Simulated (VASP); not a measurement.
Results of a VASP single-point calculation on CuI (strained zincblende)

POSCAR

```
Cu I
 1.0000000000000000
     0.0000000000000000    3.0659442652000002    3.0120289470000001
     3.0659442652000002    0.0000000000000000    3.0120289470000001
     3.0659442652000002    3.0659442652000002    0.0000000000000000
 Cu  I
   1   1
Cartesian
  0.0000000000000000  0.0000000000000000  0.0000000000000000
  1.5329721326000001  1.5329721326000001  1.5060144735000001
```

```yaml
gap_between_bands_v_and_c: 1.08 eV
least_direct_gap: 1.08 eV
```

Band v is the last that the valence electrons fill when counted band by band, and c is the next. Levels in eV from the top of v:

| point | v−1 | v | c | c+1 |
| --- | --- | --- | --- | --- |
| Γ | -0.03 | 0.00 | 1.08 | 4.86 |
| X | -1.46 | -1.46 | 2.69 | 2.81 |
| K | -1.47 | -1.21 | 3.13 | 4.61 |
| L | -0.71 | -0.69 | 2.12 | 5.34 |
| W | -1.56 | -1.23 | 4.38 | 4.61 |

Question: Which of these levels of theory gave these results?
A. PBE0
B. r²SCAN
C. LDA
D. HSE06
E. PBE
F. PBEsol
G. PBE with spin–orbit coupling

Answer: E.

The INCAR was:

```
ENCUT = 520
NSW = 0
PREC = Accurate
ISIF = 2
EDIFF = 1E-7
LASPH = .TRUE.
GGA = PE
NELM = 120
LWAVE = .FALSE.
LCHARG = .FALSE.
ISMEAR = -1
SIGMA = 0.02
LREAL = .FALSE.
NBANDS = 16
IBRION = -1
```
